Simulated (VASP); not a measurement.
# SiC (Moissanite 6H) (P6_3mc) in VASP: notebook

The runs below take SiC (Moissanite 6H) through relaxation of cell and atoms, with PBEsol+D3, PBEsol+D3(BJ).

Program: VASP 6.6.1. These are calculated values, not measurements. Logs are shortened: lines on timing, memory, paths and dates and some standing lists are left out, and cuts for length are marked.

**1. Starting point**

The structure is hexagonal, space group P6_3mc (No. 186). Conventional cell: a = 3.095 Å, b = 3.095 Å, c = 15.170 Å, α = 90.00°, β = 90.00°, γ = 120.00°. Si (site symmetry 3m) has 4 C at 1.90 Å as nearest neighbours. Si (site symmetry 3m) has 4 C at 1.90 Å as nearest neighbours. Around Si (site symmetry 3m) lie 4 C at 1.90 Å. C (site symmetry 3m) has 4 Si at 1.90 Å as nearest neighbours. C (site symmetry 3m) is surrounded by 4 Si at 1.90 Å. C (site symmetry 3m) is surrounded by 4 Si at 1.90 Å.

**2. Relaxation of cell and atoms, PBEsol+D3**

The input, INCAR:

```
SYSTEM = SiC
ALGO     = Normal         ! electronic algorithm
EDIFF    = 1E-6           ! SCF threshold, eV
EDIFFG   = -0.01          ! ionic threshold
ENCUT    = 600            ! plane-wave cutoff, eV
GGA      = PS             ! functional
IBRION   = 2              ! ionic algorithm
ISIF     = 3              ! what is computed and relaxed
ISMEAR   = -1             ! smearing method
IVDW     = 11             ! dispersion correction
LASPH    = .TRUE.         ! aspherical terms in the spheres
LCHARG   = .FALSE.        ! write CHGCAR
LREAL    = .FALSE.        ! projectors in reciprocal space
LWAVE    = .FALSE.        ! write WAVECAR
NELM     = 100            ! most SCF steps
NSW      = 60             ! ionic steps
PREC     = Accurate       ! precision mode
SIGMA    = 0.05           ! smearing width, eV
```

The input, KPOINTS:

```
k-points
0
G
  10 10 2
  0 0 0
```

The input, POSCAR:

```
SiC
1.0
    3.0950000000      0.0000000000      0.0000000000
   -1.5475000000      2.6803486247      0.0000000000
    0.0000000000      0.0000000000     15.1700000000
Si C
6 6
Direct
    0.6666666667      0.3333333333      0.4583000000
    0.3333333333      0.6666666667      0.9583000000
    0.6666666667      0.3333333333      0.7917000000
    0.3333333333      0.6666666667      0.2917000000
    0.0000000000      0.0000000000      0.6250000000
    0.0000000000      0.0000000000      0.1250000000
    0.6666666667      0.3333333333      0.3333000000
    0.3333333333      0.6666666667      0.8333000000
    0.6666666667      0.3333333333      0.6667000000
    0.3333333333      0.6666666667      0.1667000000
    0.0000000000      0.0000000000      0.5000000000
    0.0000000000      0.0000000000      0.0000000000
```

Potentials or basis: VASP PAW PBE potentials, release 64 (Si, C).

Launch:

```bash
$ cat potpaw_PBE.64/Si/POTCAR potpaw_PBE.64/C/POTCAR > POTCAR
$ mpirun -np 1 vasp_std > vasp.out
```

OUTCAR:

```text
SYSTEM = SiC
   EDIFF = 1E-6
   EDIFFG = -0.01
   ENCUT = 600
   GGA = PS
   IBRION = 2
   ISIF = 3
   ISMEAR = -1
   IVDW = 11
   LASPH = .TRUE.
   LREAL = .FALSE.
   NELM = 100
   NSW = 60
   PREC = Accurate
 IVDW          = 11

 ion  position               nearest neighbor table
   1  0.667  0.333  0.458-  11 1.90  11 1.90  11 1.90   7 1.90   4 3.10   4 3.10   4 3.10   5 3.10
                             5 3.10   5 3.10
   2  0.333  0.667  0.958-  12 1.90  12 1.90  12 1.90   8 1.90   3 3.10   3 3.10   3 3.10   6 3.10
                             6 3.10   6 3.10
   3  0.667  0.333  0.792-   8 1.90   8 1.90   8 1.90   9 1.90   2 3.10   2 3.10   2 3.10   5 3.10
                             5 3.10   5 3.10
   4  0.333  0.667  0.292-   7 1.90   7 1.90   7 1.90  10 1.90   1 3.10   1 3.10   1 3.10   6 3.10
                             6 3.10   6 3.10
   5  0.000  0.000  0.625-   9 1.90   9 1.90   9 1.90  11 1.90   3 3.10   1 3.10   3 3.10   1 3.10
                             1 3.10   3 3.10
   6  0.000  0.000  0.125-  10 1.90  10 1.90  10 1.90  12 1.90   4 3.10   2 3.10   2 3.10   4 3.10
                             4 3.10   2 3.10
   7  0.667  0.333  0.333-   4 1.90   4 1.90   4 1.90   1 1.90
   8  0.333  0.667  0.833-   3 1.90   3 1.90   3 1.90   2 1.90
   9  0.667  0.333  0.667-   5 1.90   5 1.90   5 1.90   3 1.90
  10  0.333  0.667  0.167-   6 1.90   6 1.90   6 1.90   4 1.90
  11  0.000  0.000  0.500-   1 1.90   1 1.90   1 1.90   5 1.90
  12  0.000  0.000  0.000-   2 1.90   2 1.90   2 1.90   6 1.90

  LATTYP: Found a hexagonal cell.
 ALAT       =     3.0950000000
 C/A-ratio  =     4.9014539580

  Lattice vectors:

 A1 = (   3.0950000000,   0.0000000000,   0.0000000000)
 A2 = (  -1.5475000000,   2.6803486247,   0.0000000000)
 A3 = (   0.0000000000,   0.0000000000,  15.1700000000)

Analysis of symmetry for initial positions (statically):
=====================================================================
 Subroutine PRICEL returns:
 Original cell was already a primitive cell.

 Routine SETGRP: Setting up the symmetry group for a
 hexagonal supercell.

 Subroutine GETGRP returns: Found 12 space group operations
 (whereof  6 operations were pure point group operations)
 out of a pool of 24 trial point group operations.

The static configuration has the point symmetry C_3v.
 The point group associated with its full space group is C_6v.

Analysis of symmetry for dynamics (positions and initial velocities):
=====================================================================
 Subroutine PRICEL returns:
 Original cell was already a primitive cell.

 Routine SETGRP: Setting up the symmetry group for a
 hexagonal supercell.

 Subroutine GETGRP returns: Found 12 space group operations
 (whereof  6 operations were pure point group operations)
 out of a pool of 24 trial point group operations.

The dynamic configuration has the point symmetry C_3v.
 The point group associated with its full space group is C_6v.

 Subroutine INISYM returns: Found 12 space group operations
 (whereof  6 operations are pure point group operations),
 and found     1 'primitive' translations

----------------------------------------------------------------------------------------

                                     Primitive cell

  volume of cell :     125.8455

  direct lattice vectors                    reciprocal lattice vectors
     3.095000000  0.000000000  0.000000000     0.323101777  0.186542898  0.000000000
    -1.547500000  2.680348625  0.000000000     0.000000000  0.373085796  0.000000000
     0.000000000  0.000000000 15.170000000     0.000000000  0.000000000  0.065919578

  length of vectors
     3.095000000  3.095000000 15.170000000     0.373085796  0.373085796  0.065919578

  position of ions in fractional coordinates (direct lattice)
     0.666666667  0.333333333  0.458300000
     0.333333333  0.666666667  0.958300000
     0.666666667  0.333333333  0.791700000
     0.333333333  0.666666667  0.291700000
     0.000000000  0.000000000  0.625000000
     0.000000000  0.000000000  0.125000000
     0.666666667  0.333333333  0.333300000
     0.333333333  0.666666667  0.833300000
     0.666666667  0.333333333  0.666700000
     0.333333333  0.666666667  0.166700000
     0.000000000  0.000000000  0.500000000
     0.000000000  0.000000000  0.000000000

  ion indices of the primitive-cell ions
   primitive index   ion index
                 1           1
                 2           2
                 3           3
                 4           4
                 5           5
                 6           6
                 7           7
                 8           8
                 9           9
                10          10
                11          11
                12          12

----------------------------------------------------------------------------------------

 KPOINTS: k-points

Automatic generation of k-mesh.
 Grid dimensions read from file:
 generate k-points for:   10   10    2

 Generating k-lattice:

  Cartesian coordinates                     Fractional coordinates (reciprocal lattice)
     0.032310178  0.018654290  0.000000000     0.100000000  0.000000000  0.000000000
     0.000000000  0.037308580  0.000000000     0.000000000  0.100000000  0.000000000
     0.000000000  0.000000000  0.032959789     0.000000000  0.000000000  0.500000000

  Length of vectors
     0.037308580  0.037308580  0.032959789

  Shift w.r.t. Gamma in fractional coordinates (k-lattice)
     0.000000000  0.000000000  0.000000000

 Subroutine IBZKPT returns following result:
 ===========================================

 Found     28 irreducible k-points:

 Following reciprocal coordinates:
            Coordinates               Weight
  0.000000  0.000000  0.000000      1.000000
  0.100000 -0.000000  0.000000      6.000000
  0.200000 -0.000000  0.000000      6.000000
  0.300000 -0.000000  0.000000      6.000000
  0.400000 -0.000000  0.000000      6.000000
  0.500000 -0.000000  0.000000      3.000000
[... 16 lines left out ...]
  0.300000  0.100000  0.500000     12.000000
  0.400000  0.100000  0.500000     12.000000
 [... further k-points ...]
   k-points           NKPTS =     28   k-points in BZ     NKDIM =     28   number of bands    NBANDS=     31
   number of dos      NEDOS =    301   number of ions     NIONS =     12
   total plane-waves  NPLWV =  98784
   dimension x,y,z NGX =    28 NGY =   28 NGZ =  126
   dimension x,y,z NGXF=    56 NGYF=   56 NGZF=  252
   ions per type =               6   6
   NGX,Y,Z   is equivalent  to a cutoff of  15.04, 15.04, 13.81 a.u.
   NGXF,Y,Z  is equivalent  to a cutoff of  30.08, 30.08, 27.62 a.u.
 SYSTEM =  SiC
   PREC   = accura    normal or accurate (medium, high low for compatibility)
   ISTART =      0    job   : 0-new  1-cont  2-samecut
   ICHARG =      2    charge: 1-file 2-atom 10-const
   ISPIN  =      1    spin polarized calculation?
   LNONCOLLINEAR =      F non collinear calculations
   LSORBIT =      F    spin-orbit coupling
   LASPH  =      T    aspherical Exc in radial PAW
   ENCUT  =  600.0 eV  44.10 Ry    6.64 a.u.   6.18  6.18 30.30*2*pi/ulx,y,z
   NELM   =    100;   NELMIN=  2; NELMDL= -5     # of ELM steps
   EDIFF  = 0.1E-05   stopping-criterion for ELM
   LREAL  =      F    real-space projection
   EDIFFG = -.1E-01   stopping-criterion for IOM
   NSW    =     60    number of steps for IOM
   IBRION =      2    ionic relax: 0-MD 1-quasi-New 2-CG
   NFREE  =      1    steps in history (QN), initial steepest desc. (CG)
   ISIF   =      3    stress and relaxation
   ISYM   =      2    0-nonsym 1-usesym 2-fastsym
   POTIM  = 0.5000    time-step for ionic-motion
   TEBEG  =    0.0;   TEEND  =   0.0 temperature during run
   PSTRESS=    0.0 pullay stress
   NELECT =      48.0000    total number of electrons
   NUPDOWN=      -1.0000    fix difference up-down
   EMIN   =  10.00;   EMAX   =-10.00  energy-range for DOS
   EFERMI =   0.00;   METHOD = LEGACY
   ISMEAR =    -1;   SIGMA  =   0.05  broadening in eV -4-tet -1-fermi 0-gaus
   EFERMI_NEDOS =   21; number of points for ismear=-14 and -15
   IALGO  =     38    algorithm
   IMIX   =      4    mixing-type and parameters
     AMIX     =   0.40;   BMIX     =  1.00
     AMIX_MAG =   1.60;   BMIX_MAG =  1.00
  volume/ion in A,a.u.               =      10.49        70.77
  Fermi-wavevector in a.u.,A,eV,Ry     =   1.187252  2.243580 19.178312  1.409566
  Thomas-Fermi vector in A             =   2.323407
   LORBIT       =      0    0 simple, 1 ext, 2 COOP (PROOUT), +10 PAW based schemes
   GGA     = PS    functional components
   LHFCALC =     F    Hartree Fock is set to
   AEXX    =    0.0000 exact exchange contribution
   IVDW    =    11    specifies the selected vdW correction
   LEPSILON=     F    determine dielectric tensor
   LRPA    =     F    only Hartree local field effects (RPA)
 conjugate gradient relaxation of ions
 non-spin polarized calculation
  energy-cutoff  :      600.00
  volume of cell :      125.85
 maximum number of plane-waves:      4226
 NGX is ok and might be reduce to    28
   NGX = 13   NGY = 13   NGZ = 61

--------------------------------------- Ionic step        1  -------------------------------------------

 number of electron      47.9999999 magnetization

 Free energy of the ion-electron system (eV)
  ---------------------------------------------------
  ext. energy  EPLUGINS =         0.00000000
  ---------------------------------------------------
  free energy    TOTEN  =       -95.49635052 eV

  energy without entropy =      -95.49635051  energy(sigma->0) =      -95.49635051

------------------------ aborting loop because EDIFF is reached ----------------------------------------

 Edisp (eV)   -1.36031

 E8    (eV) :    -0.6940

  FORCE on cell =-STRESS in cart. coord.  units (eV):
  Direction    XX          YY          ZZ          XY          YZ          ZX
  --------------------------------------------------------------------------------------
  -------------------------------------------------------------------------------------
  Total      -3.69119    -3.69119    -3.09950     0.00000    -0.00000    -0.00000
  in kB     -46.99362   -46.99362   -39.46076     0.00000    -0.00000    -0.00000
  external pressure =      -44.48 kB  Pullay stress =        0.00 kB
[... 281 lines left out ...]
  energy  without entropy=      -96.8940141149  energy(sigma->0) =      -96.89401412

--------------------------------------- Ionic step        7  -------------------------------------------

 number of electron      47.9999998 magnetization

 Free energy of the ion-electron system (eV)
  ---------------------------------------------------
  ext. energy  EPLUGINS =         0.00000000
  ---------------------------------------------------
  free energy    TOTEN  =       -95.50956038 eV

  energy without entropy =      -95.50956038  energy(sigma->0) =      -95.50956038

 E-fermi :   9.1223     XC(G=0): -11.5321

 val. band max:        8.1761830303   @ k =   0.0000   0.0000   0.0000
 cond. band min:      10.0883340741   @ k =   0.5000  -0.0000   0.0000
 fundamental gap:      1.9121510438
 Fermi energy:         9.1222579567

 k-point     1 :       0.0000    0.0000    0.0000
  band No.  band energies     occupation
      1      -7.3528      2.00000
      2      -6.8262      2.00000
      3      -6.7903      2.00000
      4      -5.2769      2.00000
      5      -5.2488      2.00000
      6      -3.7238      2.00000
[... 805 lines left out ...]
     30      13.4110      0.00000
     31      13.8837      0.00000

 [... further k-points ...]

------------------------ aborting loop because EDIFF is reached ----------------------------------------

 Edisp (eV)   -1.38446

 E8    (eV) :    -0.7048

  FORCE on cell =-STRESS in cart. coord.  units (eV):
  Direction    XX          YY          ZZ          XY          YZ          ZX
  --------------------------------------------------------------------------------------
  -------------------------------------------------------------------------------------
  Total      -0.04009    -0.04009    -0.09407     0.00000     0.00000     0.00000
  in kB      -0.52082    -0.52082    -1.22221     0.00000     0.00000     0.00000
  external pressure =       -0.75 kB  Pullay stress =        0.00 kB
[... 27 lines left out ...]
  FREE ENERGIE OF THE ION-ELECTRON SYSTEM (eV)
  ---------------------------------------------------
  free  energy   TOTEN  =       -96.8940238991 eV

  energy  without entropy=      -96.8940238985  energy(sigma->0) =      -96.89402390

 reached required accuracy - stopping structural energy minimisation
```

It took 5 min on 1 thread of Intel Xeon 6975P-C (Granite Rapids), shared host; peak memory 0.37 GiB.

What came out:

| Quantity | Value |
| --- | --- |
| Free energy | -96.8940 eV |
| Relaxed volume | 10.28 Å³/atom |
| Relaxed cell | a = 3.073 Å, b = 3.073 Å, c = 15.078 Å, α = 90.00°, β = 90.00°, γ = 120.00° |
| Space group after relaxing (to 0.05 Å) | P6_3mc (No. 186) |
| Energy gained by relaxing | 3.1 meV/atom |
| Ionic steps | 7 |
| Pressure after relaxing | -0.1 GPa |
| Largest force after relaxing | 0.008 eV/Å |
| Band gap on the k mesh | 1.91 eV, indirect (least direct gap 3.02 eV) |
| Dispersion energy per atom | -0.115 eV |

Forces in eV/Å, atoms in the order of the input:
```
Si   0.000  0.000 -0.002
Si   0.000  0.000 -0.002
Si   0.000  0.000 -0.007
Si   0.000  0.000 -0.007
Si   0.000  0.000 -0.003
Si   0.000  0.000 -0.003
C    0.000  0.000  0.002
C    0.000  0.000  0.002
C    0.000  0.000  0.002
C    0.000  0.000  0.002
C    0.000  0.000  0.008
C    0.000  0.000  0.008
```

The path:
```tsv
step	energy change (eV)	largest force (eV/Å)	pressure (GPa)	volume (Å³)
1	0.0000	0.1431	-4.45	125.85
2	0.0055	0.1219	5.11	120.62
3	-0.0373	0.0225	-0.01	123.28
4	-0.0373	0.0230	0.08	123.23
5	-0.0374	0.0125	0.10	123.22
6	-0.0374	0.0135	0.10	123.22
7	-0.0374	0.0078	-0.08	123.32
```

Final structure:
```
CELL_PARAMETERS angstrom
3.07309 0.00000 0.00000
-1.53654 2.66137 0.00000
0.00000 0.00000 15.07818
ATOMIC_POSITIONS crystal
Si 0.66667 0.33333 0.45833
Si 0.33333 0.66667 0.95833
Si 0.66667 0.33333 0.79183
Si 0.33333 0.66667 0.29183
Si 0.00000 0.00000 0.62503
Si 0.00000 0.00000 0.12503
C 0.66667 0.33333 0.33332
C 0.33333 0.66667 0.83332
C 0.66667 0.33333 0.66680
C 0.33333 0.66667 0.16681
C 0.00000 0.00000 0.49967
C 0.00000 0.00000 0.99967
```

Levels at points of the mesh, in eV from the valence-band top:
```csv
k point,band 22,band 23,band 24,band 25,band 26,band 27
"(0.00, 0.00, 0.00)",-0.03,0.00,0.00,5.18,5.34,5.76
"(0.50, 0.00, 0.00)",-1.80,-1.69,-1.11,1.91,2.10,3.11
"(0.00, 0.00, 0.50)",-0.10,-0.10,-0.10,5.24,5.24,5.99
"(0.50, 0.00, 0.50)",-1.73,-1.32,-1.32,1.95,1.95,3.33
```

Caveat: the PAW data sets were made with another functional, which shifts forces and pressure a little. As with any semilocal functional, this PBEsol gap is likely too small.

(Part 1 of 2 ends here.)
